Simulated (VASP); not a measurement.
# Interstitial B in a supercell of Si, part 2 of 5

Aim: the formation energy and local structure of interstitial B in Si.

VASP 6.6.1, plane waves and PAW; the level of theory is named at each step.

So far. Step 2 (Relaxing the host crystal): The run ended after 2 ionic steps, 0.000 eV below its first step, once forces and stress met EDIFFG = -0.02. The relaxed cell has a = 5.439 Å (conventional setting).

### Step 3. Screening in the host

Level of this step: PBEsol; plane waves and PAW (Si) (VASP).

Charged cells interact with their images through the host's screening, so the correction needs its dielectric constant.

INCAR reads:

```
SYSTEM = Si
PREC = Accurate
ENCUT = 320
EDIFF = 1E-08
NELM = 120
ISMEAR = 0
SIGMA = 0.05
LREAL = .FALSE.
ALGO = Normal
GGA = PS
NBANDS = 10
LWAVE = .FALSE.
LCHARG = .FALSE.
KPAR = 8
LASPH = .TRUE.
LEPSILON = .TRUE.
IBRION = 8
NSW = 1
```

POSCAR reads:

```
Si
1.0
    0.0000000000      2.7193632736      2.7193632736
    2.7193632736      0.0000000000      2.7193632736
    2.7193632736      2.7193632736      0.0000000000
Si
2
Direct
    0.0000000000      0.0000000000      0.0000000000
    0.2500000000      0.2500000000      0.2500000000
```

KPOINTS reads:

```
Automatic mesh
0
Gamma
7 7 7
0 0 0
```

The projector-augmented-wave data sets are Si (PBE family, release 64).

Run with:

```bash
> mpirun -np 8 vasp_std
```

The log of the run:

```text
[banner, memory and clock lines left out]
running    8 mpi-ranks, on    1 nodes
 distrk:  each k-point on    1 cores,    8 groups
 distr:  one band on    1 cores,    1 groups

 POSCAR found type information on POSCAR Si
 POSCAR found :  1 types and       2 ions
 [... a notice as in an earlier step ...]

 [... a notice as in an earlier step ...]

 LDA part: xc-table for (Slater+PW92), standard interpolation
 POSCAR, INCAR and KPOINTS ok, starting setup
 FFT: planning ... GRIDC
 FFT: planning ... GRID_SOFT
 FFT: planning ... GRID
 WAVECAR not read
 entering main loop
       N       E                     dE             d eps       ncg     rms          rms(c)
DAV:   1     0.616395438702E+00    0.61640E+00   -0.26505E+03   400   0.426E+02
DAV:   2    -0.113758672925E+02   -0.11992E+02   -0.11642E+02   568   0.686E+01
DAV:   3    -0.116999840690E+02   -0.32412E+00   -0.32284E+00   498   0.979E+00
DAV:   4    -0.117025688449E+02   -0.25848E-02   -0.25846E-02   506   0.108E+00
DAV:   5    -0.117025866811E+02   -0.17836E-04   -0.17836E-04   510   0.772E-02    0.501E+00
DAV:   6    -0.115493226258E+02    0.15326E+00   -0.86224E-02   468   0.126E+00    0.300E+00
DAV:   7    -0.114792626992E+02    0.70060E-01   -0.15311E-01   472   0.176E+00    0.185E-01
DAV:   8    -0.114798038086E+02   -0.54111E-03   -0.51201E-03   462   0.427E-01    0.787E-02
DAV:   9    -0.114798623593E+02   -0.58551E-04   -0.89049E-05   524   0.635E-02    0.539E-02
DAV:  10    -0.114798734132E+02   -0.11054E-04   -0.10460E-05   474   0.188E-02    0.783E-03
DAV:  11    -0.114798731104E+02    0.30283E-06   -0.41536E-07   524   0.346E-03    0.216E-03
DAV:  12    -0.114798730475E+02    0.62894E-07   -0.13054E-07   434   0.232E-03    0.176E-03
DAV:  13    -0.114798730914E+02   -0.43860E-07   -0.13736E-09   310   0.238E-04    0.148E-04
DAV:  14    -0.114798730951E+02   -0.37868E-08   -0.10367E-10   236   0.780E-05
   1 F= -.11479873E+02 E0= -.11479873E+02  d E =-.443947E-11
 Linear response reoptimize wavefunctions to high precision
DAV:   1    -0.114798730984E+02   -0.32453E-08   -0.21167E-11   272   0.306E-05
DAV:   2    -0.114798730984E+02    0.95497E-11   -0.24453E-12   236   0.112E-05
 Linear response G [H, r] |phi>, progress :
  Direction:   1
       N       E                     dE             d eps       ncg     rms
RMM:   1    -0.449662538580E+02   -0.44966E+02   -0.17348E+01  1004   0.426E+01
RMM:   2    -0.353033975811E+02    0.96629E+01   -0.34013E+00   650   0.108E+01
RMM:   3    -0.352792167457E+02    0.24181E-01   -0.83593E-02   650   0.163E+00
RMM:   4    -0.352782141809E+02    0.10026E-02   -0.17677E-03   679   0.249E-01
RMM:   5    -0.352782021837E+02    0.11997E-04   -0.63380E-05   678   0.421E-02
RMM:   6    -0.352782012620E+02    0.92176E-06   -0.24407E-06   700   0.786E-03
RMM:   7    -0.352782009597E+02    0.30230E-06    0.51976E-06   696   0.151E-03
RMM:   8    -0.352782006404E+02    0.31932E-06    0.21307E-05   674   0.345E-04
RMM:   9    -0.352782007532E+02   -0.11286E-06    0.10383E-06   530   0.127E-04
RMM:  10    -0.352782007604E+02   -0.72016E-08   -0.21075E-06   442   0.913E-05
RMM:  11    -0.352782007633E+02   -0.28228E-08   -0.22155E-06   390   0.895E-05
RMM:  12    -0.352782007626E+02    0.64163E-09   -0.23638E-06   329   0.897E-05
RMM:  13    -0.352782007653E+02   -0.26521E-08   -0.14027E-06   302   0.893E-05
 Linear response G [H, r] |phi>, progress :
  Direction:   2
       N       E                     dE             d eps       ncg     rms
RMM:   1    -0.432955892048E+02   -0.43296E+02   -0.45172E+01   974   0.407E+01
RMM:   2    -0.360245199883E+02    0.72711E+01   -0.25222E+00   645   0.983E+00
RMM:   3    -0.360278206682E+02   -0.33007E-02   -0.59748E-02   647   0.146E+00
RMM:   4    -0.360278693346E+02   -0.48666E-04   -0.15689E-03   684   0.232E-01
RMM:   5    -0.360278447898E+02    0.24545E-04   -0.68879E-05   679   0.405E-02
RMM:   6    -0.360278430993E+02    0.16905E-05   -0.20835E-07   704   0.763E-03
RMM:   7    -0.360278430222E+02    0.77126E-07    0.20211E-05   707   0.154E-03
RMM:   8    -0.360278433522E+02   -0.33001E-06    0.11536E-04   689   0.350E-04
RMM:   9    -0.360278437022E+02   -0.35000E-06   -0.16907E-06   553   0.128E-04
RMM:  10    -0.360278437144E+02   -0.12154E-07   -0.82825E-07   471   0.881E-05
RMM:  11    -0.360278437141E+02    0.24688E-09   -0.26190E-06   402   0.850E-05
RMM:  12    -0.360278437149E+02   -0.73771E-09   -0.14033E-06   336   0.850E-05
RMM:  13    -0.360278437137E+02    0.11366E-08   -0.18758E-06   292   0.850E-05
 Linear response G [H, r] |phi>, progress :
  Direction:   3
       N       E                     dE             d eps       ncg     rms
RMM:   1    -0.214314851410E+02   -0.21431E+02    0.11195E+02   927   0.367E+01
RMM:   2    -0.186556939951E+02    0.27758E+01   -0.21496E+00   637   0.842E+00
RMM:   3    -0.186355793171E+02    0.20115E-01   -0.67160E-02   643   0.126E+00
RMM:   4    -0.186336780586E+02    0.19013E-02   -0.17264E-03   686   0.209E-01
RMM:   5    -0.186336367884E+02    0.41270E-04   -0.62854E-05   676   0.377E-02
RMM:   6    -0.186336355424E+02    0.12460E-05   -0.16245E-06   700   0.727E-03
RMM:   7    -0.186336354876E+02    0.54812E-07    0.26939E-06   690   0.149E-03
RMM:   8    -0.186336354866E+02    0.93057E-09    0.85349E-06   658   0.365E-04
RMM:   9    -0.186336356253E+02   -0.13863E-06    0.20645E-05   552   0.140E-04
RMM:  10    -0.186336359653E+02   -0.34007E-06    0.58373E-07   427   0.963E-05
RMM:  11    -0.186336359662E+02   -0.88271E-09    0.10505E-06   329   0.921E-05
RMM:  12    -0.186336359664E+02   -0.21593E-09    0.97693E-07   299   0.915E-05
RMM:  13    -0.186336359658E+02    0.63012E-09    0.10591E-06   272   0.916E-05
 Linear response to external field (no local field effect), progress :
  Direction:   1
       N       E                     dE             d eps       ncg     rms          rms(c)
RMM:   1    -0.209049980876E+01   -0.20905E+01   -0.10769E+01   881   0.414E+00
RMM:   2    -0.215335384768E+01   -0.62854E-01   -0.23454E-02   638   0.768E-01
RMM:   3    -0.215365499503E+01   -0.30115E-03   -0.25515E-04   644   0.732E-02
RMM:   4    -0.215365686886E+01   -0.18738E-05   -0.27679E-06   660   0.911E-03
RMM:   5    -0.215365689321E+01   -0.24353E-07   -0.42344E-08   657   0.108E-03
RMM:   6    -0.215365689354E+01   -0.33052E-09   -0.11069E-09   608   0.157E-04
 change of polarisation eV/A/(eV/A) component  1 :     4.307     2.613     0.524
 dielectric tensor                  component  1 :    20.379    11.755     2.359
 Linear response to external field (no local field effect), progress :
  Direction:   2
       N       E                     dE             d eps       ncg     rms          rms(c)
RMM:   1    -0.209586666587E+01   -0.20959E+01   -0.10736E+01   884   0.415E+00
RMM:   2    -0.216026874166E+01   -0.64402E-01   -0.22815E-02   636   0.746E-01
RMM:   3    -0.216055244636E+01   -0.28370E-03   -0.23937E-04   648   0.700E-02
RMM:   4    -0.216055419391E+01   -0.17476E-05   -0.25994E-06   670   0.865E-03
RMM:   5    -0.216055421763E+01   -0.23724E-07   -0.40539E-08   667   0.104E-03
RMM:   6    -0.216055421791E+01   -0.27988E-09   -0.84546E-10   612   0.148E-04
 change of polarisation eV/A/(eV/A) component  2 :     2.613     4.321    -0.552
 dielectric tensor                  component  2 :    11.755    20.441    -2.484
 Linear response to external field (no local field effect), progress :
  Direction:   3
       N       E                     dE             d eps       ncg     rms          rms(c)
RMM:   1    -0.757220605016E+00   -0.75722E+00   -0.39148E+00   862   0.280E+00
RMM:   2    -0.776025421271E+00   -0.18805E-01   -0.99990E-03   638   0.524E-01
RMM:   3    -0.776161142242E+00   -0.13572E-03   -0.10002E-04   645   0.510E-02
RMM:   4    -0.776161922232E+00   -0.77999E-06   -0.12541E-06   665   0.644E-03
RMM:   5    -0.776161933347E+00   -0.11115E-07   -0.21331E-08   668   0.805E-04
RMM:   6    -0.776161933527E+00   -0.18014E-09   -0.61683E-10   584   0.121E-04
 change of polarisation eV/A/(eV/A) component  3 :     0.524    -0.552     1.552
 dielectric tensor                  component  3 :     2.359    -2.484     7.984
 Linear response to external field, progress :
  Direction:   1
       N       E                     dE             d eps       ncg     rms          rms(c)
RMM:   1    -0.164956283505E+01   -0.16496E+01   -0.84902E+00  1730   0.368E+00
RMM:   2    -0.169653811374E+01   -0.46975E-01   -0.19029E-02  1271   0.673E-01    0.164E+00
RMM:   3    -0.165008910293E+01    0.46449E-01   -0.23551E-02  1265   0.745E-01    0.914E-01
RMM:   4    -0.169348496954E+01   -0.43396E-01   -0.24934E-02  1276   0.789E-01    0.170E-01
RMM:   5    -0.170995379909E+01   -0.16469E-01   -0.78984E-04  1270   0.180E-01    0.296E-02
RMM:   6    -0.171061631698E+01   -0.66252E-03   -0.16596E-05  1323   0.258E-02    0.158E-02
RMM:   7    -0.171113845067E+01   -0.52213E-03   -0.39480E-06  1293   0.133E-02    0.109E-03
RMM:   8    -0.171114814427E+01   -0.96936E-05   -0.66246E-08  1384   0.141E-03    0.326E-04
RMM:   9    -0.171115112856E+01   -0.29843E-05   -0.64334E-09  1349   0.638E-04    0.125E-04
RMM:  10    -0.171115282084E+01   -0.16923E-05    0.89446E-09  1229   0.997E-05    0.125E-05
RMM:  11    -0.171115258154E+01    0.23930E-06    0.29441E-09   712   0.222E-05    0.163E-06
 change of polarisation eV/A/(eV/A) component  1 :     3.226     1.827     0.453
 dielectric tensor                  component  1 :    15.515     8.218     2.037
 Linear response to external field, progress :
  Direction:   2
       N       E                     dE             d eps       ncg     rms          rms(c)
RMM:   1    -0.164690656198E+01   -0.16469E+01   -0.84637E+00  1744   0.371E+00
RMM:   2    -0.169655082756E+01   -0.49644E-01   -0.18587E-02  1274   0.676E-01    0.164E+00
RMM:   3    -0.165009290673E+01    0.46458E-01   -0.23543E-02  1270   0.745E-01    0.914E-01
RMM:   4    -0.169348597509E+01   -0.43393E-01   -0.24936E-02  1280   0.789E-01    0.170E-01
RMM:   5    -0.170994855282E+01   -0.16463E-01   -0.78986E-04  1276   0.180E-01    0.296E-02
RMM:   6    -0.171061755379E+01   -0.66900E-03   -0.16625E-05  1335   0.258E-02    0.158E-02
RMM:   7    -0.171113845313E+01   -0.52090E-03   -0.39516E-06  1301   0.133E-02    0.109E-03
RMM:   8    -0.171114823317E+01   -0.97800E-05   -0.67378E-08  1399   0.141E-03    0.327E-04
RMM:   9    -0.171115118143E+01   -0.29483E-05   -0.12654E-08  1363   0.638E-04    0.125E-04
RMM:  10    -0.171115288681E+01   -0.17054E-05   -0.13788E-08  1236   0.997E-05    0.125E-05
RMM:  11    -0.171115264750E+01    0.23931E-06   -0.19826E-08   712   0.223E-05    0.163E-06
 change of polarisation eV/A/(eV/A) component  2 :     1.770     3.226    -0.422
 dielectric tensor                  component  2 :     7.962    15.515    -1.897
 Linear response to external field, progress :
  Direction:   3
       N       E                     dE             d eps       ncg     rms          rms(c)
RMM:   1    -0.164711769337E+01   -0.16471E+01   -0.84658E+00  1744   0.371E+00
RMM:   2    -0.169655091544E+01   -0.49433E-01   -0.18570E-02  1274   0.676E-01    0.164E+00
RMM:   3    -0.165009285646E+01    0.46458E-01   -0.23544E-02  1270   0.745E-01    0.914E-01
RMM:   4    -0.169348595521E+01   -0.43393E-01   -0.24937E-02  1279   0.789E-01    0.170E-01
RMM:   5    -0.170994852628E+01   -0.16463E-01   -0.78989E-04  1279   0.180E-01    0.296E-02
RMM:   6    -0.171061761378E+01   -0.66909E-03   -0.16626E-05  1330   0.258E-02    0.158E-02
RMM:   7    -0.171113846922E+01   -0.52086E-03   -0.39508E-06  1304   0.133E-02    0.109E-03
RMM:   8    -0.171114824983E+01   -0.97806E-05   -0.65481E-08  1398   0.141E-03    0.327E-04
RMM:   9    -0.171115119643E+01   -0.29466E-05   -0.56377E-10  1364   0.638E-04    0.125E-04
RMM:  10    -0.171115290204E+01   -0.17056E-05    0.27141E-08  1235   0.997E-05    0.125E-05
RMM:  11    -0.171115266271E+01    0.23933E-06   -0.18332E-08   719   0.223E-05    0.163E-06
 change of polarisation eV/A/(eV/A) component  3 :     0.397     0.951     3.226
 dielectric tensor                  component  3 :     1.785     4.281    15.515
 Linear response DOF=           1
 Linear response progress:
  Degree of freedom:   1/  1
       N       E                     dE             d eps       ncg     rms          rms(c)
RMM:   1    -0.192514092237E-01   -0.19251E-01    0.11620E-02  2921   0.837E-01
RMM:   2    -0.172316438331E-01    0.20198E-02   -0.15146E-03  1991   0.166E-01    0.921E-02
RMM:   3    -0.171570796026E-01    0.74564E-04   -0.24599E-04  2076   0.319E-02    0.534E-02
RMM:   4    -0.172669258950E-01   -0.10985E-03   -0.11799E-04  2056   0.304E-02    0.593E-03
RMM:   5    -0.172318892104E-01    0.35037E-04    0.70946E-06  2119   0.668E-03    0.192E-03
RMM:   6    -0.172313601171E-01    0.52909E-06    0.19095E-06  2157   0.872E-04    0.127E-03
RMM:   7    -0.172304947029E-01    0.86541E-06   -0.27429E-07  2140   0.466E-04    0.508E-05
RMM:   8    -0.172306022815E-01   -0.10758E-06   -0.15291E-07  2218   0.574E-05    0.273E-05
RMM:   9    -0.172305455208E-01    0.56761E-07    0.49928E-08  2192   0.307E-05    0.456E-06
RMM:  10    -0.172305542420E-01   -0.87212E-08   -0.24256E-08  2292   0.782E-06    0.481E-06
 first order change of Fermi-energy  -0.41900E+01
 force on displaced ion       1 direction 1 : -13.362  -0.000  -0.000
 Born effective charge ion    1 direction 1 :  -0.191   0.000   0.000
 Born effective charges drift removed
 Linear response finished
```

Elapsed: 23 s, on 8 MPI ranks of AMD EPYC 7R43, shared host; peak memory 1.1 GiB; 2.9 min of CPU time.

OUTCAR, selected parts (step 3):

```text
  LATTYP: Found a face centered cubic cell.
 ALAT       =     5.4387265472

 Found     20 irreducible k-points:

   k-points           NKPTS =     20   k-points in BZ     NKDIM =     20   number of bands    NBANDS=     10

   ENCUT  =  320.0 eV  23.52 Ry    4.85 a.u.   5.61  5.61  5.61*2*pi/ulx,y,z

   NELECT =       8.0000    total number of electrons

  Total       -0.0523777     -0.0523777     -0.0523777      0.0000000      0.0000000      0.0000000
  in kB       -2.0865315     -2.0865315     -2.0865315      0.0000000      0.0000000      0.0000000
  external PRESSURE =      -2.0865315 kB  Pullay stress =       0.0000000 kB

  energy-cutoff  :      320.00
  volume of cell :       40.22
      direct lattice vectors                 reciprocal lattice vectors
     0.000000000  2.719363274  2.719363274    -0.183866571  0.183866571  0.183866571
     2.719363274  0.000000000  2.719363274     0.183866571 -0.183866571  0.183866571
     2.719363274  2.719363274  0.000000000     0.183866571  0.183866571 -0.183866571

 POSITION                                       TOTAL-FORCE (eV/Angst)
 -----------------------------------------------------------------------------------
      0.00000      0.00000      0.00000        -0.000000     -0.000000     -0.000000
      1.35968      1.35968      1.35968         0.000000      0.000000      0.000000
 -----------------------------------------------------------------------------------
    total drift:                               -0.000000     -0.000000      0.000000

 MACROSCOPIC STATIC DIELECTRIC TENSOR (including local field effects in DFT)
 ------------------------------------------------------
          15.515195     0.000000    -0.000000
           0.000000    15.515195    -0.000000
          -0.000000     0.000000    15.515195
 ------------------------------------------------------

 PIEZOELECTRIC TENSOR (including local field effects)  for field in x, y, z        (C/m^2)
          XX          YY          ZZ          XY          YZ          ZX
  --------------------------------------------------------------------------------
  x     0.00000     0.00000    -0.00000     0.00000     0.00000     0.00000
  y    -0.00000     0.00000     0.00000     0.00000     0.00000     0.00000
  z     0.00000     0.00000     0.00000     0.00000     0.00000    -0.00000

 BORN EFFECTIVE CHARGES (including local field effects) (in |e|, cummulative output)
 ---------------------------------------------------------------------------------
 ion    1
    1    -0.00000     0.00000    -0.00000
    2     0.00000    -0.00000     0.00000
    3    -0.00000     0.00000    -0.00000
 ion    2
    1     0.00000    -0.00000     0.00000
    2     0.00000     0.00000     0.00000
    3     0.00000     0.00000     0.00000

 Eigenvectors and eigenvalues of the dynamical matrix
 ----------------------------------------------------

   1 f  =   15.249948 THz    95.818251 2PiTHz  508.683522 cm-1    63.068690 meV
             X         Y         Z           dx          dy          dz
      0.000000  0.000000  0.000000     0.000000   -0.707107    0.000000
      1.359682  1.359682  1.359682     0.000000    0.707107    0.000000

   2 f  =   15.249948 THz    95.818251 2PiTHz  508.683522 cm-1    63.068690 meV
             X         Y         Z           dx          dy          dz
      0.000000  0.000000  0.000000    -0.707107    0.000000    0.000000
      1.359682  1.359682  1.359682     0.707107    0.000000    0.000000

   3 f  =   15.249948 THz    95.818251 2PiTHz  508.683522 cm-1    63.068690 meV
             X         Y         Z           dx          dy          dz
      0.000000  0.000000  0.000000     0.000000    0.000000   -0.707107
      1.359682  1.359682  1.359682     0.000000    0.000000    0.707107

   4 f  =    0.000000 THz     0.000000 2PiTHz    0.000000 cm-1     0.000000 meV
             X         Y         Z           dx          dy          dz
      0.000000  0.000000  0.000000     0.707107    0.000000    0.000000
      1.359682  1.359682  1.359682     0.707107    0.000000    0.000000

   5 f  =    0.000000 THz     0.000000 2PiTHz    0.000000 cm-1     0.000000 meV
             X         Y         Z           dx          dy          dz
      0.000000  0.000000  0.000000     0.000000    0.707107    0.000000
      1.359682  1.359682  1.359682     0.000000    0.707107    0.000000

   6 f  =    0.000000 THz     0.000000 2PiTHz    0.000000 cm-1     0.000000 meV
             X         Y         Z           dx          dy          dz
      0.000000  0.000000  0.000000     0.000000    0.000000    0.707107
      1.359682  1.359682  1.359682     0.000000    0.000000    0.707107

 MACROSCOPIC STATIC DIELECTRIC TENSOR IONIC CONTRIBUTION
 ------------------------------------------------------
           0.000000    -0.000000     0.000000
          -0.000000     0.000000     0.000000
           0.000000     0.000000     0.000000
 ------------------------------------------------------

 ELASTIC MODULI CONTR FROM IONIC RELAXATION (kBar)
 Direction    XX          YY          ZZ          XY          YZ          ZX
 --------------------------------------------------------------------------------
 XX          -0.0000      0.0000      0.0000     -0.0000      0.0000     -0.0000
 YY           0.0000     -0.0000     -0.0000     -0.0000     -0.0000      0.0000
 ZZ           0.0000     -0.0000     -0.0000      0.0000     -0.0000     -0.0000
 XY          -0.0000     -0.0000      0.0000   -267.6537      0.0000      0.0000
 YZ           0.0000     -0.0000     -0.0000      0.0000   -267.6537      0.0000
 ZX          -0.0000      0.0000     -0.0000      0.0000      0.0000   -267.6537
 --------------------------------------------------------------------------------

 PIEZOELECTRIC TENSOR IONIC CONTR  for field in x, y, z        (C/m^2)
          XX          YY          ZZ          XY          YZ          ZX
  --------------------------------------------------------------------------------
  x     0.00000    -0.00000    -0.00000    -0.00000    -0.00000     0.00000
  y    -0.00000     0.00000    -0.00000     0.00000     0.00000    -0.00000
  z    -0.00000    -0.00000     0.00000    -0.00000    -0.00000     0.00000

[... 3 parts as in an earlier step ...]

[... 3 further parts left out ...]
```

CONTCAR:

```
Si
   1.00000000000000
     0.0000000000000000    2.7193632736000000    2.7193632736000000
     2.7193632736000000    0.0000000000000000    2.7193632736000000
     2.7193632736000000    2.7193632736000000    0.0000000000000000
  Si
     2
Direct
     0.0000000000000000    0.0000000000000000    0.0000000000000000
     0.2500000000000000    0.2500000000000000    0.2500000000000000
```

Energies printed during the response cycles are not total energies of the cell.

Numbers from this step:

| Property | Result |
| --- | --- |
| pressure of the cell | -0.2087 GPa |
| largest force of the cell | 0 eV/Å |
| Fermi energy | 5.961 eV |
| gap on the k-mesh | 0.4640 eV |
| least direct gap on the k-mesh | 2.515 eV |

Electronic dielectric tensor with local fields:

```
15.52  0.00  0.00
 0.00 15.52  0.00
 0.00  0.00 15.52
```

The ionic part of the static dielectric tensor vanishes.

The Born effective charge vanishes on all sites.

No line of the infrared spectrum has any intensity.

The electrons screen with a mean of 15.52 and the ions add 0.00; the sum enters the correction.

(Part 2 of 5 ends here.)

[Lines on the potential files, build, host, timing and source positions are cut from VASP's logs without a mark.]

[Logs are printed without paths, hosts, clocks, repeated set-up lines and the standing remarks that a program may print on its own settings, such as how far it seeks lower states.]

[Hosts, paths, dates, database ids (printed as entryN), source tags and the programs' standing remarks are cut or masked in the printed files.]

[In band tables of VASP the shares of atoms and orbitals are scaled to a sum of 1 inside the atoms' spheres.]

[Runs that stopped without an error message from VASP are left out.]
